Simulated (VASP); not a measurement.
Here is a VASP 6.6.1 calculation.

File INCAR:

```
ALGO     = Normal         # electronic algorithm
EDIFF    = 1E-6           # SCF threshold, eV
ENCUT    = 520            # plane-wave cutoff, eV
GGA      = PE             # functional
ISIF     = 2              # what is computed and relaxed
ISMEAR   = 0              # smearing method
LASPH    = T              # aspherical terms in the spheres
LCHARG   = F              # write CHGCAR
LREAL    = F              # projectors in reciprocal space
LWAVE    = F              # write WAVECAR
NBANDS   = 24             # bands
NELM     = 100            # most SCF steps
PREC     = Accurate       # precision mode
SIGMA    = 0.05           # smearing width, eV
```

The input KPOINTS:

```
k-points
0
Gamma
  9 9 6
```

Contents of POSCAR:

```
SrO
1.0
    4.1417694689      0.0000000000      0.0000000000
   -2.0708847345      3.5868775767      0.0000000000
    0.0000000000      0.0000000000      5.4938135532
Sr O
2 2
Direct
    0.3333333333      0.6666666667      0.9381277000
    0.6666666667      0.3333333333      0.4381277000
    0.3333333333      0.6666666667      0.4368723000
    0.6666666667      0.3333333333      0.9368723000
```

Potentials or basis: VASP PAW PBE potentials, release 64 (Sr_sv, O).

The run is started by

```sh
$ cat potpaw_PBE.64/Sr_sv/POTCAR potpaw_PBE.64/O/POTCAR > POTCAR
$ mpirun -np 1 vasp_std > vasp.out
```

Q: Estimate the band gap on the k mesh.

A: 2.59 eV, indirect (least direct gap 2.80 eV).

Q: What does it give for the largest force?

A: 0.003 eV/Å.

Q: Estimate the pressure.

A: 2.3 GPa.

Forces on the atoms (eV/Å):
```
Sr   0.000  0.000  0.003
Sr   0.000  0.000  0.003
O    0.000  0.000 -0.003
O    0.000  0.000 -0.003
```

Caveat: an odd mesh through Γ misses points on the zone boundary, where band edges often lie.
